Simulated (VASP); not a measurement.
Set up this calculation in VASP 6.6.1, as the native input.

```
Task                   : relaxation of cell and atoms
Functional             : PBE
Potentials or basis    : VASP PAW PBE potentials, release 64 (Zn, Ge_d, N)
Cutoff                 : 520 eV
k mesh                 : 6 × 6 × 6
Occupations            : gaussian, width 0.15 eV
Spin                   : no spin polarisation
Further INCAR settings : PREC = Normal; LREAL = Auto; ALGO = Fast; EDIFF = 1e-05; ISYM = 0; IBRION = 2; EDIFFG = -0.03; NSW = 110; ISIF = 3
```

The structure of ZnGe2N2 lies in POSCAR:

```
ZnGe2N2
1.0
   -2.7367215100      4.3662761900      2.8638113900
    2.6889738500     -4.3066649600      2.7185551900
    2.9021023500      4.4119464800     -2.7676093000
Zn Ge N
2 4 4
Direct
    0.7595927300      0.7442111800      0.0049199400
    0.2719952700      0.2799891600      0.9899008000
    0.8544190500      0.4350256000      0.2793862100
    0.1694220500      0.5292344800      0.6996785200
    0.3353746000      0.0478077600      0.3718462400
    0.6361877500      0.9464774800      0.6212237300
    0.6427697700      0.5889000200      0.2767562100
    0.3771079100      0.3612255800      0.7157759700
    0.1399058200      0.8779436400      0.0516064900
    0.8464069700      0.1047513900      0.9638951400
```

The cell was built by a generator and needn't be a form met in nature.

These files were run (other wordings do the same):

INCAR

```
ALGO = Fast
EDIFF = 1E-5
EDIFFG = -0.03
ENCUT = 520
GGA = PE
IBRION = 2
ISIF = 3
ISMEAR = 0
ISYM = 0
KPAR = 4
LASPH = T
LCHARG = F
LREAL = Auto
LWAVE = F
NELM = 80
NSW = 110
PREC = Normal
SIGMA = 0.15
```

KPOINTS

```
k-points
0
Gamma
  6 6 6
```

Potentials or basis: VASP PAW PBE potentials, release 64 (Zn, Ge_d, N).

Command:

```sh
$ cat potpaw_PBE.64/Zn/POTCAR potpaw_PBE.64/Ge_d/POTCAR potpaw_PBE.64/N/POTCAR > POTCAR
$ mpirun -np 4 vasp_std > vasp.out
```

Results of the run:

```yaml
Relaxed_volume: 14.10 Å³/atom
Relaxed_cell: a = 5.981 Å, b = 5.978 Å, c = 5.979 Å, α = 123.15°, β = 83.31°, γ = 124.73°
Space_group_after_relaxing_to_0.05_Å: C2/c (No. 15)
Energy_gained_by_relaxing: 126.2 meV/atom
Ionic_steps: 21
Pressure_after_relaxing: -0.1 GPa
Largest_force_after_relaxing: 0.026 eV/Å
Band_gap_on_the_k_mesh: none (metal or under the smearing width)
```

Wall time 23 min on 4 MPI ranks on AMD EPYC 9R45 96-Core Processor (Zen 5), with other jobs on the host, peak memory 0.59 GiB a rank.
